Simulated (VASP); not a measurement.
Runs of VASP 6.6.1 on Pd. Symmetry: Im-3m, No. 229, cubic system. The conventional cell has a = 3.082 Å, b = 3.082 Å, c = 3.082 Å, α = 90.00°, β = 90.00°, γ = 90.00°. Pd (site symmetry m-3m) has 8 Pd at 2.67 Å as nearest neighbours. This isn't the form of Pd at room conditions, which is fcc.

```tsv
level	k mesh	cutoff (eV)	smearing	gap on the mesh (eV)	pressure (GPa)
r2SCAN	18 × 18 × 18	520	gaussian 0.1 eV	none	5.9
PBEsol	28 × 28 × 28	520	gaussian 0.1 eV	none	0.0
PBEsol	18 × 18 × 18	700	gaussian 0.1 eV	none	0.1
PBEsol	18 × 18 × 18	900	gaussian 0.1 eV	none	0.1
PBEsol	18 × 18 × 18	520	gaussian 0.5 eV	none	(a)
```

Alike in all rows: task single point; potentials or basis VASP PAW PBE potentials, release 64 (Pd); no spin polarisation; cell as given.

Problem. Fill in the values left out.

Solution. (a) 1.2.

Caveats: the PAW data sets were made with another functional, which shifts forces and pressure a little.

A k mesh can miss the band edges, and the runs leave out spin-orbit coupling on Pd.

A gap of «none» marks a metal or a gap under the smearing width.
